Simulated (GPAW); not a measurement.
# SnTe (Fm-3m) in GPAW: phonons with PBE+D3

Aim: the phonons of SnTe with PBE+D3.

Program: GPAW 26.7.0. These are calculated values, not measurements. Logs are shortened: lines on timing, memory, paths and dates and some standing lists are left out, and cuts for length are marked. The log counts tension as positive stress, the text compression.

**1. The structure**

The structure is cubic, space group Fm-3m (No. 225). Conventional cell: a = 6.302 Å, b = 6.302 Å, c = 6.302 Å, α = 90.00°, β = 90.00°, γ = 90.00°. Te (site symmetry m-3m) is surrounded by 6 Sn at 3.15 Å. Sn (site symmetry m-3m) is surrounded by 6 Te at 3.15 Å.

**2. Phonons, PBE+D3**

run.py reads:

```python
import json
import numpy as np
from ase import Atoms
from ase.calculators.mixing import SumCalculator
from ase.constraints import FixSymmetry
from ase.io import read, write
from ase.optimize import BFGS
from dftd3.ase import DFTD3
from phonopy import Phonopy
from phonopy.structure.atoms import PhonopyAtoms
from gpaw import GPAW

atoms = read('SnTe.xyz')

calc = GPAW(mode='lcao',
            h=0.16,
            basis='dzp',
            xc='PBE',
            kpts={'size': (7, 7, 7), 'gamma': True},
            occupations={'name': 'fermi-dirac', 'width': 0.05},
            convergence={'density': 1e-06},
            maxiter=150,
            txt='gpaw.txt')
atoms.calc = SumCalculator([calc, DFTD3(method='pbe', damping='d3zero')])
atoms.set_constraint(FixSymmetry(atoms))
BFGS(atoms, trajectory='relax.traj', logfile='-').run(fmax=0.005, steps=40)
atoms.set_constraint()
energy = atoms.get_potential_energy()
forces = atoms.get_forces()
calc.write('gs.gpw')
write('result.traj', atoms)
print('Cell:', atoms.cell.cellpar().round(4))
print(atoms.get_scaled_positions().round(5))

def force_constants(scale):
    unit = PhonopyAtoms(symbols=atoms.get_chemical_symbols(), cell=atoms.cell[:] * scale**(1 / 3),
                        scaled_positions=atoms.get_scaled_positions())
    ph = Phonopy(unit, supercell_matrix=np.diag([1, 1, 1]), primitive_matrix=np.eye(3), symprec=1e-4)
    ph.generate_displacements(distance=0.01)
    forces = []
    for i, sc in enumerate(ph.supercells_with_displacements):
        a = Atoms(sc.symbols, cell=sc.cell, scaled_positions=sc.scaled_positions, pbc=True)
        c = GPAW(mode='lcao',
                 h=0.16,
                 basis='dzp',
                 xc='PBE',
                 kpts={'size': (7, 7, 7), 'gamma': True},
                 occupations={'name': 'fermi-dirac', 'width': 0.05},
                 convergence={'density': 1e-06},
                 maxiter=150,
                 txt=f'disp-{scale:.3f}-{i:02d}.txt')
        a.calc = SumCalculator([c, DFTD3(method='pbe', damping='d3zero')])
        f = a.get_forces()
        forces.append(f - f.mean(axis=0))
        print(f'displacement {i}: drift', f.mean(axis=0).round(5), flush=True)
    ph.forces = forces
    ph.produce_force_constants()
    ph.symmetrize_force_constants()
    return ph

qpoints = [[0.0, 0.0, 0.0]]
results = {}
for scale in [1.0]:
    ph = force_constants(scale)
    ph.run_qpoints(qpoints)
    nu = ph.qpoints.frequencies * 33.35641  # THz to cm^-1
    results[f'{scale:.3f}'] = nu.tolist()
    for qp, f in zip(qpoints, nu):
        print(scale, np.round(qp, 4), f.round(2))
json.dump(results, open('phonons.json', 'w'))
```

SnTe.xyz reads:

```xyz
2
Lattice="0.0000000000 3.1508500000 3.1508500000 3.1508500000 0.0000000000 3.1508500000 3.1508500000 3.1508500000 0.0000000000" Properties=species:S:1:pos:R:3 pbc="T T T"
Te     3.1508500000      3.1508500000      3.1508500000
Sn     0.0000000000      0.0000000000      0.0000000000
```

Potentials or basis: GPAW PAW data sets (gpaw-data 1.2.1), lcao:dzp.

Launch:

```
OMP_NUM_THREADS=1 python run.py
```

gpaw.txt:

```text
__  _  _
 | _ |_)|_||  |
 |__||  | ||/\| - 26.7.0

Input parameters:
  mode=LCAO(),
  basis={'default': 'dzp'},
  convergence={'density': 1e-06},
  h=0.16,
  kpts=MonkhorstPack(size=(7, 7, 7), gamma=True),
  maxiter=150,
  occupations=Occupations(name='fermi-dirac', width=0.05),
  xc=XC(name='PBE')

                 Te

       Sn

Atoms  # Å, Bohr magnetons
|   | symbol |        x |        y |        z |    initial magnetic moments |
|---|--------|----------|----------|----------|-----------------------------|
| 0 |     Te | 3.150850 | 3.150850 | 3.150850 | ( 0.0000,  0.0000,  0.0000) |
| 1 |     Sn | 0.000000 | 0.000000 | 0.000000 | ( 0.0000,  0.0000,  0.0000) |

Unit cell  # Å
| periodic |        x |        y |        z |  lengths |    angles |
|----------|----------|----------|----------|----------|-----------|
|      yes | 0.000000 | 3.150850 | 3.150850 | 4.455975 | 60.000000 |
|      yes | 3.150850 | 0.000000 | 3.150850 | 4.455975 | 60.000000 |
|      yes | 3.150850 | 3.150850 | 0.000000 | 4.455975 | 60.000000 |

Number of symmetries: 48
Symmetry operations  # r_c * U_cc + t_c -> r_c
|    | kind |            matrix            |
|----|------|------------------------------|
|  0 |  σ   |  1, 0, 0,  1, 0,-1,  1,-1, 0 |
|  1 |  C2  |  1, 0, 0,  1,-1, 0,  1, 0,-1 |
|  2 |  E   |  1, 0, 0,  0, 1, 0,  0, 0, 1 |
|  3 |  σ   |  1, 0, 0,  0, 0, 1,  0, 1, 0 |
|  4 |  C4  |  1, 0,-1,  1, 0, 0,  1,-1, 0 |
|  5 |  S6  |  1, 0,-1,  1,-1, 0,  1, 0, 0 |
|  6 |  σ   |  1, 0,-1,  0, 1,-1,  0, 0,-1 |
|  7 |  C3  |  1, 0,-1,  0, 0,-1,  0, 1,-1 |
|  8 |  S6  |  1,-1, 0,  1, 0, 0,  1, 0,-1 |
|  9 |  C4  |  1,-1, 0,  1, 0,-1,  1, 0, 0 |
| 10 |  C3  |  1,-1, 0,  0,-1, 1,  0,-1, 0 |
| 11 |  σ   |  1,-1, 0,  0,-1, 0,  0,-1, 1 |
| 12 |  σ   |  0, 1, 0,  1, 0, 0,  0, 0, 1 |
| 13 |  C4  |  0, 1, 0,  0, 1,-1, -1, 1, 0 |
| 14 |  C3  |  0, 1, 0,  0, 0, 1,  1, 0, 0 |
| 15 |  S6  |  0, 1, 0, -1, 1, 0,  0, 1,-1 |
| 16 |  C2  |  0, 1,-1,  1, 0,-1,  0, 0,-1 |
[... 17 lines left out ...]
| 34 |  S4  |  0,-1, 0,  0,-1, 1,  1,-1, 0 |
| 35 |  C2  |  0,-1, 0, -1, 0, 0,  0, 0,-1 |
| 36 |  C2  | -1, 1, 0,  0, 1, 0,  0, 1,-1 |
| 37 |  S6  | -1, 1, 0,  0, 1,-1,  0, 1, 0 |
| 38 |  S4  | -1, 1, 0, -1, 0, 1, -1, 0, 0 |
| 39 |  C3  | -1, 1, 0, -1, 0, 0, -1, 0, 1 |
| 40 |  S6  | -1, 0, 1,  0, 0, 1,  0,-1, 1 |
| 41 |  C2  | -1, 0, 1,  0,-1, 1,  0, 0, 1 |
| 42 |  C3  | -1, 0, 1, -1, 1, 0, -1, 0, 0 |
| 43 |  S4  | -1, 0, 1, -1, 0, 0, -1, 1, 0 |
| 44 |  C2  | -1, 0, 0,  0, 0,-1,  0,-1, 0 |
| 45 |  i   | -1, 0, 0,  0,-1, 0,  0, 0,-1 |
| 46 |  σ   | -1, 0, 0, -1, 1, 0, -1, 0, 1 |
| 47 |  C2  | -1, 0, 0, -1, 0, 1, -1, 1, 0 |

BZ-sampling:
  Number of BZ points: 343
  Number of IBZ points: 20

  Monkhorst-Pack size: [7, 7, 7]
  Monkhorst-Pack shift: [0, 0, 0]

K-points  # in reciprocal-cell coordinates
|     |                                coordinates |     weight |
|-----|--------------------------------------------|------------|
|   0 | (  0.00000000,   0.00000000,   0.00000000) | 0.00291545 |
|   1 | (  0.14285714,   0.14285714,   0.00000000) | 0.01749271 |
|   2 | (  0.14285714,   0.14285714,   0.14285714) | 0.02332362 |
|   3 | (  0.28571429,   0.14285714,   0.14285714) | 0.03498542 |
|   4 | (  0.28571429,   0.28571429,   0.00000000) | 0.01749271 |
|   5 | (  0.28571429,   0.28571429,   0.14285714) | 0.06997085 |
|   6 | (  0.28571429,   0.28571429,   0.28571429) | 0.02332362 |
|   7 | (  0.42857143,  -0.28571429,  -0.28571429) | 0.03498542 |
|   8 | (  0.42857143,   0.28571429,  -0.42857143) | 0.13994169 |
|   9 | (  0.42857143,   0.28571429,  -0.28571429) | 0.06997085 |
| ... |                                            |            |
|  19 | (  0.42857143,   0.42857143,   0.42857143) | 0.02332362 |

basis functions: 36
Spin-components: 1 (collinear spins)
Bands:           13
Projectors:      11
Spin-degeneracy: 2
Datatype:        <class 'complex'>

Parallelization:
  kpt:    1
  domain: 1
  band:   1

Density:
  Valence electrons: 20.0
  Components: 1
  Grid points: [24 24 24]
  Charge: 0.0  # |e|

Potential:
  Grid points: [24 24 24]

species:
  Te:
    name:    Tellurium
    Z:       52.0
    valence: 6
    core:    46
    charge:  0.0  # [|e|]
    compensation charges:
      type: gauss
      rc: 0.36  # [Å]
      lmax: 2
    cutoffs:
      filter: 2.09  # [Å]
      core: 3.17  # [Å]
    projectors
    | kind |    occ | energy [eV] | rcut [Å] |
    |------|--------|-------------|----------|
    |   5s |  2.000 |     -15.089 |    1.180 |
    |   5p |  4.000 |      -5.955 |    1.196 |
    |    s |        |      12.123 |    1.180 |
    |    p |        |      21.256 |    1.196 |
    |    d |        |       0.000 |    1.238 |

    LCAO basis set for Te:
      Name: dzp
      File: <dir>
[... 134 lines left out ...]
| 38 |  S4  | -1, 1, 0, -1, 0, 1, -1, 0, 0 |
| 39 |  C3  | -1, 1, 0, -1, 0, 0, -1, 0, 1 |
| 40 |  S6  | -1, 0, 1,  0, 0, 1,  0,-1, 1 |
| 41 |  C2  | -1, 0, 1,  0,-1, 1,  0, 0, 1 |
| 42 |  C3  | -1, 0, 1, -1, 1, 0, -1, 0, 0 |
| 43 |  S4  | -1, 0, 1, -1, 0, 0, -1, 1, 0 |
| 44 |  C2  | -1, 0, 0,  0, 0,-1,  0,-1, 0 |
| 45 |  i   | -1, 0, 0,  0,-1, 0,  0, 0,-1 |
| 46 |  σ   | -1, 0, 0, -1, 1, 0, -1, 0, 1 |
| 47 |  C2  | -1, 0, 0, -1, 0, 1, -1, 1, 0 |

BZ-sampling:
  Number of BZ points: 343
  Number of IBZ points: 20

  Monkhorst-Pack size: [7, 7, 7]
  Monkhorst-Pack shift: [0, 0, 0]

K-points  # in reciprocal-cell coordinates
|     |                                coordinates |     weight |
|-----|--------------------------------------------|------------|
|   0 | (  0.00000000,   0.00000000,   0.00000000) | 0.00291545 |
|   1 | (  0.14285714,   0.14285714,   0.00000000) | 0.01749271 |
|   2 | (  0.14285714,   0.14285714,   0.14285714) | 0.02332362 |
|   3 | (  0.28571429,   0.14285714,   0.14285714) | 0.03498542 |
|   4 | (  0.28571429,   0.28571429,   0.00000000) | 0.01749271 |
|   5 | (  0.28571429,   0.28571429,   0.14285714) | 0.06997085 |
|   6 | (  0.28571429,   0.28571429,   0.28571429) | 0.02332362 |
|   7 | (  0.42857143,  -0.28571429,  -0.28571429) | 0.03498542 |
|   8 | (  0.42857143,   0.28571429,  -0.42857143) | 0.13994169 |
|   9 | (  0.42857143,   0.28571429,  -0.28571429) | 0.06997085 |
| ... |                                            |            |
|  19 | (  0.42857143,   0.42857143,   0.42857143) | 0.02332362 |

basis functions: 36
Spin-components: 1 (collinear spins)
Bands:           13
Projectors:      11
Spin-degeneracy: 2
Datatype:        <class 'complex'>

Parallelization:
  kpt:    1
  domain: 1
  band:   1

Density:
  Valence electrons: 20.0
  Components: 1
  Grid points: [24 24 24]
  Charge: 0.0  # |e|

Potential:
  Grid points: [24 24 24]

species:
  Te:
    name:    Tellurium
    Z:       52.0
    valence: 6
    core:    46
    charge:  0.0  # [|e|]
    compensation charges:
      type: gauss
      rc: 0.36  # [Å]
      lmax: 2
    cutoffs:
      filter: 2.09  # [Å]
      core: 3.17  # [Å]
    projectors
    | kind |    occ | energy [eV] | rcut [Å] |
    |------|--------|-------------|----------|
    |   5s |  2.000 |     -15.089 |    1.180 |
    |   5p |  4.000 |      -5.955 |    1.196 |
    |    s |        |      12.123 |    1.180 |
    |    p |        |      21.256 |    1.196 |
    |    d |        |       0.000 |    1.238 |

    LCAO basis set for Te:
      Name: dzp
      File: <dir>
      Number of radial functions: 5
      Number of spherical harmonics: 13
        l=0, rc=6.2500 Bohr: 5s-sz confined orbital
        l=1, rc=8.0156 Bohr: 5p-sz confined orbital
        l=0, rc=3.5469 Bohr: 5s-dz split-valence wave
        l=1, rc=4.6875 Bohr: 5p-dz split-valence wave
        l=2, rc=8.0156 Bohr: d-type Gaussian polarization
      Number of RI-basis functions 0

  Sn:
    name:    Tin
    Z:       50.0
    valence: 14
    core:    36
    charge:  0.0  # [|e|]
    compensation charges:
      type: gauss
      rc: 0.38  # [Å]
      lmax: 2
    cutoffs:
      filter: 2.23  # [Å]
      core: 2.35  # [Å]
    projectors
    | kind |    occ | energy [eV] | rcut [Å] |
    |------|--------|-------------|----------|
    |   5s |  2.000 |     -10.538 |    1.201 |
    |   5p |  2.000 |      -3.696 |    1.270 |
    |   4d | 10.000 |     -25.845 |    1.185 |
    |    s |        |      16.674 |    1.201 |
    |    p |        |      23.515 |    1.270 |
    |    d |        |       1.367 |    1.185 |

    LCAO basis set for Sn:
      Name: dzp
      File: <dir>
      Number of radial functions: 7
      Number of spherical harmonics: 23
        l=0, rc=7.1250 Bohr: 5s-sz confined orbital
        l=1, rc=9.5469 Bohr: 5p-sz confined orbital
        l=2, rc=4.0625 Bohr: 4d-sz confined orbital
        l=0, rc=4.1250 Bohr: 5s-dz split-valence wave
        l=1, rc=5.6719 Bohr: 5p-dz split-valence wave
        l=2, rc=2.5938 Bohr: 4d-dz split-valence wave
        l=2, rc=9.5469 Bohr: d-type Gaussian polarization
      Number of RI-basis functions 0

Reference energy: -352801.376741  # eV

eigensolver:
  <gpaw.new.lcao.eigensolver.LCAOEigensolver object>
density mixing:
  MSR1-Mixer
  Pratt-step length: 0.05
  Maximum mixing coefficient: 0.75
  Old densities: 10
  SVD Regularization: 0.005
  Good broyden scale: 1.0
  Trust region scale: 1.0
  Backstep threshold: 4.0
  History deletion threshold: 6.0
  Fourier metric: weight=20.0, sigma=0.015

occupation numbers:
  Fermi-Dirac:
    width: 0.0500  # eV

FastPoissonSolver using
    Stencil: 12*3+1=37 point O(h^6) finite-difference Laplacian
    FFT axes: [np.int64(0), np.int64(1), np.int64(2)]
    FST axes: []

xc functional:
  name: PBE with 2 nearest neighbor stencil
interpolation: tri-quintic # 5. degree polynomial

convergence criteria:
- Maximum integral of absolute [dens]ity change: 1e-06 electrons / valence electron
- Maximum [total energy] change in last 3 cyles: 0.0005 eV / valence electron
- Maximum integral of absolute [eigenst]ate change: 4e-08 eV^2 / valence electron
maximum number of iterations: 150

SCF iterations
|iter     | |      energy | eigst |  dens |
|---------|-|-------------|-------|-------|
|iter:   1| |   -7.274328 |      c|       |
|iter:   2| |   -7.267338 |      c| -1.59 |
|iter:   3| |   -7.225793 |      c| -1.61 |
|iter:   4| |   -7.224362 |      c| -2.21 |
|iter:   5| |   -7.224276c|      c| -2.79 |
|iter:   6| |   -7.224273c|      c| -3.52 |
|iter:   7| |   -7.224273c|      c| -4.00 |
|iter:   8| |   -7.224273c|      c| -5.33 |
|iter:   9| |   -7.224273c|      c| -6.01c|

Converged in 9 steps
Energy contributions relative to reference atoms: (reference = -352801.376741)

Energy contributions:
  Kinetic:          22.393159
  Coulomb:         -21.527865
  Zero:              0.082103
  External:          0.000000
  Xc:               -8.171631
  Entropy:          -0.000076
  Spinorbit:         0.000000
  ----------------------------
  Free energy:      -7.224311
  Extrapolated:     -7.224273

dipole moment: (-21.389051, -21.389051, -21.389051)  # |e|*Ang

Fermi level: 6.628
Eigenvalues  # (at kpt = [0.000, 0.000, 0.000])
| band index |      eig [eV] | occ [0-2] |
|------------|---------------|-----------|
|          0 |       -15.408 |     2.000 |
|        ... |               |           |
|          2 |       -15.399 |     2.000 |
|          3 |       -15.399 |     2.000 |
|          4 |       -15.398 |     2.000 |
|          5 |        -6.310 |     2.000 |
|          6 |         1.806 |     2.000 |
|          7 |         4.375 |     2.000 |
|          8 |         4.375 |     2.000 |
|          9 |         4.375 |     2.000 |
|         10 |         9.990 |     0.000 |
|         11 |         9.990 |     0.000 |
|         12 |         9.990 |     0.000 |

Gap: 0.665 eV
Transition (v -> c):
  (s=0, k=19, n=9, [0.43, 0.43, 0.43]) -> (s=0, k=19, n=10, [0.43, 0.43, 0.43])
No difference between direct/indirect transitions

Forces  # eV/Ang
|        x |        y |        z |
|----------|----------|----------|
| -0.00000 |  0.00000 |  0.00000 |  # Te   0
| -0.00000 | -0.00000 | -0.00000 |  # Sn   1

# Writing to gs.gpw (mode='')
```

It took 5 min on 1 thread of Arm Neoverse V2, shared host; peak memory 0.36 GiB.

What came out:

* Free energy: -7.7192 eV
* Highest phonon frequency at Γ, LO-TO splitting left out: 32 cm⁻¹
* Dispersion energy per atom: -0.247 eV

Final structure:
```yaml
crystal:
  lattice:
    - [0.00000, 3.15085, 3.15085]
    - [3.15085, 0.00000, 3.15085]
    - [3.15085, 3.15085, 0.00000]
  atoms:
    - { symbol: Te, position: [0.50000, 0.50000, 0.50000] }
    - { symbol: Sn, position: [0.00000, 0.00000, 0.00000] }
```

Phonon frequencies in cm⁻¹ (negative: imaginary):
| q point | frequencies |
| --- | --- |
| (0.000, 0.000, 0.000) | 0 0 0 32 32 32 |

Caveat: the LO-TO splitting is left out; this odd mesh misses L, where the gap lies, so gap, dielectric constants and Born charges aren't listed; the basis of atomic orbitals isn't converged, which shifts pressures, moduli and gaps. The run has no spin-orbit coupling, so splittings on Te are missing.
